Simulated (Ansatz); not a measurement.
# Ti3SiC2, pressure series

Base system: Ti3SiC2 (space group P6_3/mmc, No. 194; a = 3.073 Å, c = 17.723 Å).

Cell and atoms are relaxed at each pressure.

Level of theory: Ansatz (a quantum-chemistry and plane-wave program) PBE, no SOC.

```csv
pressure (GPa),volume per atom (Å³/atom)
-2,12.211
-1,12.142
0,12.077
0.7,12.031
1.5,11.981
3,?
5,11.770
7.5,11.631
10,11.499
```

Task: Fit the third-order Birch–Murnaghan form P(V) = (3B₀/2)[(V₀/V)^(7/3) − (V₀/V)^(5/3)]·[1 + (3/4)(B₀′ − 4)((V₀/V)^(2/3) − 1)] (squares taken in P) to the rows shown and predict the withheld row.

Result: Least squares on the printed values gives V₀ = 12.077 Å³/atom, B₀ = 185 GPa, B₀′ = 4.0; this predicts 11.888 Å³/atom, and the run gives 11.888 Å³/atom, in agreement.

Load acts through the strain it causes; cell and atoms are relaxed under it. Whether these cells are dynamically stable was not tested. No other phases were tried under pressure. The final runs are not spin-polarised.
